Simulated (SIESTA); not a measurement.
**Al2Au under changes of volume**

One of the cells (18.000 Å³/atom); the others are scaled copies at fixed shape and fractional positions:

```
CELL_PARAMETERS angstrom
0.00000 3.00000 3.00000
3.00000 0.00000 3.00000
3.00000 3.00000 0.00000
ATOMIC_POSITIONS crystal
Au 0.00000 0.00000 0.00000
Al 0.75000 0.75000 0.75000
Al 0.25000 0.25000 0.25000
```

```yaml
Program: SIESTA 5.4.2
Functional: PBEsol
Potentials_or_basis: PseudoDojo 0.4 standard (PBEsol files)
Basis: DZP (energy shift 0.003 Ry; two zetas on semicore shells)
Grid_cutoff: 800 Ry
Energy_shift: 0.003 Ry
k_mesh: 8 × 8 × 8
Occupations: fermi-dirac, width 0.05 eV
Spin: no spin polarisation
```

```tsv
volume (Å³/atom)	energy over the lowest point (meV/atom)	pressure (GPa)
16.920	28.60	8.8
17.280	12.67	5.6
17.640	3.36	2.8
18.000	0.00	0.3
18.360	1.90	-1.9
18.720	8.42	-3.8
19.080	?	?
```

Task: What does the run at 19.080 Å³/atom give?

Result: Energy over the lowest point 19.01 meV/atom; pressure -5.5 GPa.

Worked out: A Birch-Murnaghan fit of order 3 (a polynomial in V^(-2/3)) to the other rows has its minimum at 18.04 Å³/atom with B0 = V·E''(V) = 115 GPa and B' = 5.0. It gives 19.10 meV/atom at 19.080 Å³/atom, against the run's 19.01, and -dE/dV = -5.6 GPa, against -5.5.

Energies are extrapolated to zero smearing.

Caveats: short orbitals over semicore shells can move pressures by several GPa; the basis of atomic orbitals isn't converged, which shifts pressures, moduli and gaps.
